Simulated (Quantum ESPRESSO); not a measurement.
Crystal: SiO2.

```
Si O
1.0
     5.06052    0.00000    0.00000
    -2.53026    4.38254    0.00000
     0.00000    0.00000    5.54135
Si O
3 6
Direct
  0.50000 0.00000 0.00000
  0.50000 0.50000 0.66667
  0.00000 0.50000 0.33333
  0.20861 0.79139 0.16667
  0.20861 0.41721 0.50000
  0.41721 0.20861 0.83333
  0.79139 0.20861 0.16667
  0.79139 0.58279 0.50000
  0.58279 0.79139 0.83333
```

The cell comes from a database or a generator and needn't be the stable form of this composition.

- Program: Quantum ESPRESSO 7.5
- Task: single point
- Functional: PBE
- Potentials or basis: SSSP 1.3 efficiency PBE
- Cutoff: 748 eV
- Density cutoff: 5987 eV
- k mesh: 6 × 6 × 5
- Occupations: fermi-dirac, width 0.05 eV
- Spin: no spin polarisation

On this cell: pressure 5.4 GPa; largest force 0.267 eV/Å; band gap on the k mesh 5.72 eV, indirect (least direct gap 5.91 eV).

The same run follows on a disturbed copy (atoms moved at random, drawn with an rms of 0.05 Å):

```
Si O
1.0
     5.06052    0.00000    0.00000
    -2.53026    4.38254    0.00000
     0.00000    0.00000    5.54135
Si O
3 6
Direct
  0.50288 0.99675 0.99721
  0.50824 0.50280 0.66394
  0.00324 0.50177 0.33642
  0.20755 0.77955 0.17453
  0.20682 0.41507 0.50556
  0.41730 0.21100 0.82770
  0.80260 0.21799 0.15824
  0.77796 0.59101 0.49798
  0.58761 0.79657 0.82894
```

Task: What does the disturbed cell give?

Result: The energy moves by +47.4 meV/atom; pressure 6.4 GPa; largest force 5.633 eV/Å; band gap on the k mesh 5.64 eV, indirect (least direct gap 5.85 eV).

Forces on the atoms (eV/Å):
```
Si  -1.141  0.778  0.771
Si  -3.195 -0.609  1.831
Si  -1.281 -1.455  1.531
O    1.123  3.219 -2.232
O   -0.627 -0.236  0.005
O    0.611 -1.427  1.263
O   -0.429 -0.711  0.047
O    4.591  0.600 -3.208
O    0.348 -0.158 -0.008
```

Stress tensor (GPa, compression positive):
```
 5.20  1.67 -2.93
 1.67  7.18 -2.38
-2.93 -2.38  6.73
```

Caveats: an odd mesh through Γ misses points on the zone boundary, where band edges often lie.
